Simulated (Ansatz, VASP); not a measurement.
**BP: VASP beside Ansatz**

Contents of INCAR:

```
ALGO = Normal ; EDIFF = 1E-6
ENCUT = 520 ; GGA = PE
ISIF = 2 ; ISMEAR = 0
LASPH = True ; LCHARG = False
LREAL = False ; LWAVE = False
NBANDS = 16 ; NELM = 60
PREC = Accurate ; SIGMA = 0.1
```

The input KPOINTS:

```
k-points
0
Gamma
  18 18 10
```

Contents of POSCAR:

```
BP
1.0
    3.0667766352      0.0000000000      0.0000000000
   -1.5333883176      2.6559064739      0.0000000000
    0.0000000000      0.0000000000      5.0788704820
B P
2 2
Direct
    0.0000000000      0.0000000000      0.0000000000
    0.0000000000      0.0000000000      0.5000000000
    0.3333333333      0.6666666667      0.2500000000
    0.6666666667      0.3333333333      0.7500000000
```

Input for Ansatz:

```yaml
crystal:
  lattice:
    - [3.0667766352, 0.0, 0.0]
    - [-1.5333883176, 2.6559064739, 0.0]
    - [0.0, 0.0, 5.078870482]
  atoms:
    - { symbol: B, position: [0.0, 0.0, 0.0] }
    - { symbol: B, position: [0.0, 0.0, 0.5] }
    - { symbol: P, position: [0.3333333333, 0.6666666667, 0.25] }
    - { symbol: P, position: [0.6666666667, 0.3333333333, 0.75] }
basis:
  ecutwfc: 420
kpoints:
  mp_grid: { grid: [18, 18, 10] }
  band_path:
    path:
      - [[0.0, 0.0, 0.0], [0.5, 0.0, 0.0], [0.33333333, 0.33333333, 0.0], [0.0, 0.0, 0.0], [0.0, 0.0, 0.5], [0.5, 0.0, 0.5], [0.33333333, 0.33333333, 0.5], [0.0, 0.0, 0.5]]
      - [[0.5, 0.0, 0.5], [0.5, 0.0, 0.0]]
      - [[0.33333333, 0.33333333, 0.5], [0.33333333, 0.33333333, 0.0]]
    npoints: 14
hamiltonian:
  xc: pbe
scf:
  occupations: { method: gaussian, width: 0.1 }
  n_extra_bands: 10
output:
  forces: true
  stress: true
  eigenvalues: true
  populations: true
  dos: { projected: true, de: 0.02, nscf_kmesh: { grid: [22, 22, 12] } }
  bader: true
```

The cell was built by a generator and needn't be a form met in nature.

Alike in both runs: task single point; functional PBE; k mesh 18 × 18 × 10; occupations gaussian, width 0.1 eV; no spin polarisation.

```csv
,VASP,Ansatz
version,VASP 6.6.1,Ansatz 0.2.0
potentials or method,"VASP PAW PBE potentials, release 64 (B, P)","scalar-relativistic, plane waves, PAW"
plane-wave cutoff (eV),520,420
valence electrons in the cell,16,16
```

```tsv
	VASP	Ansatz	Ansatz less VASP
gap on the k mesh at the Fermi level (eV)	none	none	-
pressure (GPa)	-0.2	0.0	+0.24
```

A gap of «none» marks a metal or a gap that the smearing closes.
